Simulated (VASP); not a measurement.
# SnSe (Pnma) in VASP: a series of runs

The runs below take SnSe through relaxation of cell and atoms, with PBE.

Everything below comes from runs of VASP 6.6.1. Logs are shortened: lines on timing, memory, paths and dates and some standing lists are left out, and cuts for length are marked.

### 1 Starting point

It takes space group Pnma (No. 62, orthorhombic). Conventional cell: a = 11.664 Å, b = 4.126 Å, c = 4.701 Å, α = 90.00°, β = 90.00°, γ = 90.00°. Around Sn (site symmetry m) lie 3 Se at 2.77 Å. Se (site symmetry m) is surrounded by 3 Sn at 2.77 Å.

The cell is a database's computed one.

### 2 Relaxation of cell and atoms, PBE

File INCAR:

```
SYSTEM = SnSe
PREC     = Accurate       ! precision mode
ENCUT    = 600            ! plane-wave cutoff, eV
EDIFF    = 1E-6           ! SCF threshold, eV
ISMEAR   = 0              ! smearing method
SIGMA    = 0.02           ! smearing width, eV
LREAL    = .FALSE.        ! projectors in reciprocal space
LASPH    = .TRUE.         ! aspherical terms in the spheres
NELM     = 120            ! most SCF steps
ALGO     = Fast           ! electronic algorithm
ISIF     = 3              ! what is computed and relaxed
LWAVE    = .FALSE.        ! write WAVECAR
LCHARG   = .FALSE.        ! write CHGCAR
GGA      = PE             ! functional
IBRION   = 2              ! ionic algorithm
NSW      = 80             ! ionic steps
EDIFFG   = -0.005         ! ionic threshold
KPAR     = 4
```

File KPOINTS:

```
regular mesh
0
G
  3 7 7
  0 0 0
```

File POSCAR:

```
SnSe
1.0
   11.6644585000      0.0000000000      0.0000000000
    0.0000000000      4.1262509000      0.0000000000
    0.0000000000      0.0000000000      4.7009074000
Sn Se
4 4
Direct
    0.6187868500      0.7500000000      0.3765543000
    0.8812131500      0.2500000000      0.8765543000
    0.3812131500      0.2500000000      0.6234457000
    0.1187868500      0.7500000000      0.1234457000
    0.1485530300      0.2500000000      0.5091818000
    0.6485530300      0.2500000000      0.9908182000
    0.3514469700      0.7500000000      0.0091818000
    0.8514469700      0.7500000000      0.4908182000
```

Potentials or basis: VASP PAW PBE potentials, release 64 (Sn_d, Se).

Command:

```sh
cat potpaw_PBE.64/Sn_d/POTCAR potpaw_PBE.64/Se/POTCAR > POTCAR
mpirun -np 4 vasp_std > vasp.out
```

OUTCAR:

```text
SYSTEM = SnSe
   PREC = Accurate
   ENCUT = 600
   EDIFF = 1E-6
   ISMEAR = 0
   LREAL = .FALSE.
   LASPH = .TRUE.
   NELM = 120
   ISIF = 3
   GGA = PE
   IBRION = 2
   NSW = 80
   EDIFFG = -0.005

 ion  position               nearest neighbor table
   1  0.619  0.750  0.377-   8 2.77   6 2.77   6 2.77   3 3.64   3 3.64
   2  0.881  0.250  0.877-   6 2.77   8 2.77   8 2.77   4 3.64   4 3.64
   3  0.381  0.250  0.623-   5 2.77   7 2.77   7 2.77   1 3.64   1 3.64
   4  0.119  0.750  0.123-   7 2.77   5 2.77   5 2.77   2 3.64   2 3.64
   5  0.149  0.250  0.509-   3 2.77   4 2.77   4 2.77
   6  0.649  0.250  0.991-   2 2.77   1 2.77   1 2.77
   7  0.351  0.750  0.009-   4 2.77   3 2.77   3 2.77
   8  0.851  0.750  0.491-   1 2.77   2 2.77   2 2.77

  LATTYP: Found a simple orthorhombic cell.
 ALAT       =     4.1262509000
 B/A-ratio  =     1.1392684337
 C/A-ratio  =     2.8268902650

  Lattice vectors:

 A1 = (   0.0000000000,   4.1262509000,   0.0000000000)
 A2 = (   0.0000000000,   0.0000000000,   4.7009074000)
 A3 = (  11.6644585000,   0.0000000000,   0.0000000000)

Analysis of symmetry for initial positions (statically):
=====================================================================
 Subroutine PRICEL returns:
 Original cell was already a primitive cell.

 Routine SETGRP: Setting up the symmetry group for a
 simple orthorhombic supercell.

 Subroutine GETGRP returns: Found  8 space group operations
 (whereof  2 operations were pure point group operations)
 out of a pool of  8 trial point group operations.

The static configuration has the point symmetry S_2 .
 The point group associated with its full space group is D_2h.

Analysis of symmetry for dynamics (positions and initial velocities):
=====================================================================
 Subroutine PRICEL returns:
 Original cell was already a primitive cell.

 Routine SETGRP: Setting up the symmetry group for a
 simple orthorhombic supercell.

 Subroutine GETGRP returns: Found  8 space group operations
 (whereof  2 operations were pure point group operations)
 out of a pool of  8 trial point group operations.

The dynamic configuration has the point symmetry S_2 .
 The point group associated with its full space group is D_2h.

 Subroutine INISYM returns: Found  8 space group operations
 (whereof  2 operations are pure point group operations),
 and found     1 'primitive' translations

----------------------------------------------------------------------------------------

                                     Primitive cell

  volume of cell :     226.2569

  direct lattice vectors                    reciprocal lattice vectors
    11.664458500  0.000000000  0.000000000     0.085730512  0.000000000  0.000000000
     0.000000000  4.126250900  0.000000000     0.000000000  0.242350750  0.000000000
     0.000000000  0.000000000  4.700907400     0.000000000  0.000000000  0.212724888

  length of vectors
    11.664458500  4.126250900  4.700907400     0.085730512  0.242350750  0.212724888

  position of ions in fractional coordinates (direct lattice)
     0.618786850  0.750000000  0.376554300
     0.881213150  0.250000000  0.876554300
     0.381213150  0.250000000  0.623445700
     0.118786850  0.750000000  0.123445700
     0.148553030  0.250000000  0.509181800
     0.648553030  0.250000000  0.990818200
     0.351446970  0.750000000  0.009181800
     0.851446970  0.750000000  0.490818200

  ion indices of the primitive-cell ions
   primitive index   ion index
                 1           1
                 2           2
                 3           3
                 4           4
                 5           5
                 6           6
                 7           7
                 8           8

----------------------------------------------------------------------------------------

 KPOINTS: regular mesh

Automatic generation of k-mesh.
 Grid dimensions read from file:
 generate k-points for:    3    7    7

 Generating k-lattice:

  Cartesian coordinates                     Fractional coordinates (reciprocal lattice)
     0.028576837  0.000000000  0.000000000     0.333333333  0.000000000  0.000000000
     0.000000000  0.034621536  0.000000000     0.000000000  0.142857143  0.000000000
     0.000000000  0.000000000  0.030389270     0.000000000  0.000000000  0.142857143

  Length of vectors
     0.028576837  0.034621536  0.030389270

  Shift w.r.t. Gamma in fractional coordinates (k-lattice)
     0.000000000  0.000000000  0.000000000

 Subroutine IBZKPT returns following result:
 ===========================================

 Found     32 irreducible k-points:

 Following reciprocal coordinates:
            Coordinates               Weight
  0.000000  0.000000  0.000000      1.000000
  0.333333  0.000000  0.000000      2.000000
  0.000000  0.142857  0.000000      2.000000
  0.333333  0.142857  0.000000      4.000000
  0.000000  0.285714  0.000000      2.000000
[... 48 lines left out ...]
   GGA     = PE    functional components
   LHFCALC =     F    Hartree Fock is set to
   AEXX    =    0.0000 exact exchange contribution
   IVDW    =     0    specifies the selected vdW correction
   LEPSILON=     F    determine dielectric tensor
   LRPA    =     F    only Hartree local field effects (RPA)
 conjugate gradient relaxation of ions
 non-spin polarized calculation
 RMM-DIIS sequential band-by-band and
 Gauss-broadening in eV      SIGMA  =   0.02
  energy-cutoff  :      600.00
  volume of cell :      226.26
 maximum number of plane-waves:      7582
 NGX is ok and might be reduce to    96

--------------------------------------- Ionic step        1  -------------------------------------------

 number of electron      79.9999997 magnetization

 Free energy of the ion-electron system (eV)
  ---------------------------------------------------
  ext. energy  EPLUGINS =         0.00000000
  ---------------------------------------------------
  free energy    TOTEN  =       -32.84218171 eV

  energy without entropy =      -32.84218171  energy(sigma->0) =      -32.84218171

------------------------ aborting loop because EDIFF is reached ----------------------------------------

  FORCE on cell =-STRESS in cart. coord.  units (eV):
  Direction    XX          YY          ZZ          XY          YZ          ZX
  --------------------------------------------------------------------------------------
  -------------------------------------------------------------------------------------
  Total        1.5670550      1.9337413      1.3448536      0.0000000     -0.0000000      0.0000000
  in kB       11.0966764     13.6932661      9.5232173      0.0000000     -0.0000000      0.0000000
  external PRESSURE =      11.4377200 kB  Pullay stress =       0.0000000 kB
[... 107 lines left out ...]
  FREE ENERGIE OF THE ION-ELECTRON SYSTEM (eV)
  ---------------------------------------------------
  free  energy   TOTEN  =       -32.8658177623 eV

  energy  without entropy=      -32.8658177623  energy(sigma->0) =      -32.86581776

 E-fermi :   4.6427     XC(G=0):  -9.3191

 val. band max:        4.4942156868   @ k =   0.0000   0.0000   0.2857
 cond. band min:       5.4057263869   @ k =   0.0000   0.2857   0.0000
 fundamental gap:      0.9115107001
 Fermi energy:         4.6427331228

 k-point     1 :       0.0000    0.0000    0.0000
  band No.  band energies     occupation
      1     -16.6709      2.00000
      2     -16.6628      2.00000
      3     -16.6591      2.00000
      4     -16.6553      2.00000
      5     -16.6549      2.00000
      6     -16.6522      2.00000
[... 1213 lines left out ...]
     47       8.2805      0.00000
     48       8.5748      0.00000

 [... further k-points ...]

[... ionic steps 4 to 33 ...]

--------------------------------------- Ionic step       34  -------------------------------------------

 number of electron      79.9999989 magnetization

------------------------ aborting loop because EDIFF is reached ----------------------------------------

  FORCE on cell =-STRESS in cart. coord.  units (eV):
  Direction    XX          YY          ZZ          XY          YZ          ZX
  --------------------------------------------------------------------------------------
  -------------------------------------------------------------------------------------
  Total       -0.0149278      0.0332347      0.0152485      0.0000000      0.0000000      0.0000000
  in kB       -0.1055846      0.2350693      0.1078529      0.0000000      0.0000000      0.0000000
  external PRESSURE =       0.0791126 kB  Pullay stress =       0.0000000 kB
[... 69 lines left out ...]
  energy  without entropy=      -32.8864622734  energy(sigma->0) =      -32.88646227

--------------------------------------- Ionic step       36  -------------------------------------------

 number of electron      79.9999990 magnetization

 Free energy of the ion-electron system (eV)
  ---------------------------------------------------
  ext. energy  EPLUGINS =         0.00000000
  ---------------------------------------------------
  free energy    TOTEN  =       -32.88648517 eV

  energy without entropy =      -32.88648517  energy(sigma->0) =      -32.88648517

 E-fermi :   4.8695     XC(G=0):  -9.4176

 val. band max:        4.7288698054   @ k =   0.0000   0.0000   0.4286
 cond. band min:       5.6056915910   @ k =   0.0000   0.0000   0.0000
 fundamental gap:      0.8768217856
 Fermi energy:         4.8694816509

 k-point     1 :       0.0000    0.0000    0.0000
  band No.  band energies     occupation
      1     -16.4917      2.00000
      2     -16.4842      2.00000
      3     -16.4803      2.00000
      4     -16.4781      2.00000
      5     -16.4778      2.00000
      6     -16.4750      2.00000
[... 1213 lines left out ...]
     47       8.6146      0.00000
     48       8.8357      0.00000

 [... further k-points ...]

------------------------ aborting loop because EDIFF is reached ----------------------------------------

  FORCE on cell =-STRESS in cart. coord.  units (eV):
  Direction    XX          YY          ZZ          XY          YZ          ZX
  --------------------------------------------------------------------------------------
  -------------------------------------------------------------------------------------
  Total       -0.0201568      0.0304272     -0.0038399      0.0000000     -0.0000000      0.0000000
  in kB       -0.1425764      0.2152230     -0.0271614      0.0000000     -0.0000000      0.0000000
  external PRESSURE =       0.0151618 kB  Pullay stress =       0.0000000 kB
[... 23 lines left out ...]
  FREE ENERGIE OF THE ION-ELECTRON SYSTEM (eV)
  ---------------------------------------------------
  free  energy   TOTEN  =       -32.8864851705 eV

  energy  without entropy=      -32.8864851705  energy(sigma->0) =      -32.88648517

 reached required accuracy - stopping structural energy minimisation
```

Wall time 35 min (4 MPI ranks of Intel Xeon Platinum 8488C (Sapphire Rapids), shared host); peak memory 0.61 GiB.

What came out:

* Free energy: -32.8865 eV
* Relaxed volume: 28.31 Å³/atom
* Relaxed cell: a = 11.789 Å, b = 4.205 Å, c = 4.569 Å, α = 90.00°, β = 90.00°, γ = 90.00°
* Space group after relaxing (to 0.05 Å): Pnma (No. 62)
* Energy gained by relaxing: 5.5 meV/atom
* Ionic steps: 36
* Pressure after relaxing: 0.0 GPa
* Largest force after relaxing: 0.004 eV/Å
* Band gap on the k mesh: 0.88 eV, indirect (least direct gap 1.08 eV)

Forces in eV/Å, atoms in the order of the input:
```
Sn   0.001  0.000  0.002
Sn  -0.001  0.000  0.002
Sn  -0.001  0.000 -0.002
Sn   0.001  0.000 -0.002
Se  -0.001  0.000  0.004
Se  -0.001  0.000 -0.004
Se   0.001  0.000  0.004
Se   0.001  0.000 -0.004
```

The path:
```
step  energy change (eV)  largest force (eV/Å)  pressure (GPa)  volume (Å³)
   1              0.0000                0.2231            1.14       226.26
   2             -0.0202                0.0632           -0.57       232.93
   3             -0.0236                0.0763           -0.10       231.03
   4             -0.0236                0.0734           -0.13       231.12
   5             -0.0260                0.0697           -0.08       230.70
   6             -0.0318                0.0568           -0.04       229.44
   7             -0.0385                0.0323            0.12       226.90
   8             -0.0393                0.0645           -0.27       227.61
   9             -0.0396                0.0459           -0.17       227.34
  10             -0.0408                0.0470           -0.02       226.68
  11             -0.0407                0.0499           -0.09       226.70
  12             -0.0416                0.0265            0.06       225.99
  13             -0.0416                0.0273            0.15       225.75
  14             -0.0417                0.0268            0.11       225.86
  15             -0.0422                0.0153            0.04       226.14
  16             -0.0424                0.0177            0.01       226.36
  17             -0.0431                0.0183           -0.05       226.63
  18             -0.0434                0.0232           -0.09       226.80
  19             -0.0434                0.0329           -0.14       227.14
  20             -0.0435                0.0316           -0.13       226.99
  21             -0.0438                0.0178           -0.06       226.72
  22             -0.0439                0.0135            0.00       226.51
  23             -0.0439                0.0143            0.00       226.47
  24             -0.0441                0.0096            0.04       226.42
  25             -0.0441                0.0094            0.03       226.40
  26             -0.0441                0.0139            0.06       226.34
  27             -0.0442                0.0109            0.05       226.37
  28             -0.0442                0.0082           -0.02       226.60
  29             -0.0442                0.0084            0.00       226.57
  30             -0.0442                0.0083            0.00       226.59
  31             -0.0442                0.0052           -0.01       226.60
  32             -0.0443                0.0063           -0.02       226.63
  33             -0.0443                0.0054            0.01       226.53
  34             -0.0443                0.0062            0.01       226.52
  35             -0.0443                0.0058            0.02       226.50
  36             -0.0443                0.0043            0.00       226.51
```

Final structure:
```
Sn Se
1.0
    11.78926    0.00000    0.00000
     0.00000    4.20484    0.00000
     0.00000    0.00000    4.56928
Sn Se
4 4
Direct
  0.62087 0.75000 0.38364
  0.87913 0.25000 0.88364
  0.37913 0.25000 0.61636
  0.12087 0.75000 0.11636
  0.14538 0.25000 0.52358
  0.64538 0.25000 0.97642
  0.35462 0.75000 0.02358
  0.85462 0.75000 0.47642
```

Caveat: spin-orbit coupling is left out, which moves the levels of the heavy elements; an odd mesh through Γ misses points on the zone boundary, where band edges often lie.

### 3 Relaxation of cell and atoms, PBE

This run uses another cell than the first one, of the same volume but with other edges.

INCAR is that of step 2.

KPOINTS is that of step 2.

File POSCAR:

```
SnSe                                    
1.0
   11.7892627232      0.0000000000      0.0000000000
    0.0000000000      4.2048380354     -0.0000000000
    0.0000000000     -0.0000000000      4.5692835334
  Sn              Se            
     4     4
Direct
     0.6208663604776922    0.7500000000000000    0.3836418570096746
     0.8791336395223078    0.2500000000000000    0.8836418570096742
     0.3791336395223077    0.2500000000000000    0.6163581429903258
     0.1208663604776924    0.7500000000000000    0.1163581429903255
     0.1453778458902196    0.2500000000000000    0.5235840381687842
     0.6453778458902193    0.2500000000000000    0.9764159618312158
     0.3546221541097803    0.7500000000000000    0.0235840381687841
     0.8546221541097807    0.7500000000000000    0.4764159618312159
```

Potentials or basis: VASP PAW PBE potentials, release 64 (Sn_d, Se).

Command:

```sh
cat potpaw_PBE.64/Sn_d/POTCAR potpaw_PBE.64/Se/POTCAR > POTCAR
mpirun -np 4 vasp_std > vasp.out
```

Wall time 3.9 min (4 MPI ranks of Intel Xeon Platinum 8488C (Sapphire Rapids), shared host); peak memory 0.61 GiB.

The run converged. Its results:

| Item | Value |
| --- | --- |
| Free energy | -32.8866 eV |
| Relaxed volume | 28.32 Å³/atom |
| Relaxed cell | a = 11.790 Å, b = 4.206 Å, c = 4.570 Å, α = 90.00°, β = 90.00°, γ = 90.00° |
| Space group after relaxing (to 0.05 Å) | Pnma (No. 62) |
| Energy gained by relaxing | 0.0 meV/atom |
| Ionic steps | 4 |
| Pressure after relaxing | 0.0 GPa |
| Largest force after relaxing | 0.003 eV/Å |
| Band gap on the k mesh | 0.88 eV, indirect (least direct gap 1.08 eV) |

Forces in eV/Å, atoms in the order of the input:
```
Sn   0.003  0.000  0.000
Sn  -0.003  0.000  0.000
Sn  -0.003  0.000  0.000
Sn   0.003  0.000  0.000
Se  -0.002  0.000  0.001
Se  -0.002  0.000 -0.001
Se   0.002  0.000  0.001
Se   0.002  0.000 -0.001
```

Final structure:
```cif
data_structure
_symmetry_space_group_name_H-M 'P 1'
_symmetry_Int_Tables_number 1
_cell_length_a 11.7898
_cell_length_b 4.2058
_cell_length_c 4.5697
_cell_angle_alpha 90.000
_cell_angle_beta 90.000
_cell_angle_gamma 90.000
_cell_volume 226.59
loop_
_atom_site_label
_atom_site_type_symbol
_atom_site_fract_x
_atom_site_fract_y
_atom_site_fract_z
_atom_site_occupancy
Sn1 Sn 0.62090 0.75000 0.38372 1
Sn2 Sn 0.87910 0.25000 0.88372 1
Sn3 Sn 0.37910 0.25000 0.61628 1
Sn4 Sn 0.12090 0.75000 0.11628 1
Se1 Se 0.14537 0.25000 0.52366 1
Se2 Se 0.64537 0.25000 0.97634 1
Se3 Se 0.35463 0.75000 0.02366 1
Se4 Se 0.85463 0.75000 0.47634 1
```

Levels at points of the mesh, in eV from the valence-band top:
| k point | band 36 | band 37 | band 38 | band 39 | band 40 | band 41 | band 42 | band 43 | band 44 | band 45 |
| --- | --- | --- | --- | --- | --- | --- | --- | --- | --- | --- |
| (0.00, 0.00, 0.00) | -1.68 | -1.40 | -1.05 | -0.57 | -0.38 | 0.88 | 2.83 | 3.03 | 3.08 | 3.28 |

Caveat: spin-orbit coupling is left out, which moves the levels of the heavy elements; an odd mesh through Γ misses points on the zone boundary, where band edges often lie; this functional lacks dispersion, which binds the layers, so the pressure and a relaxed spacing across them are unreliable.
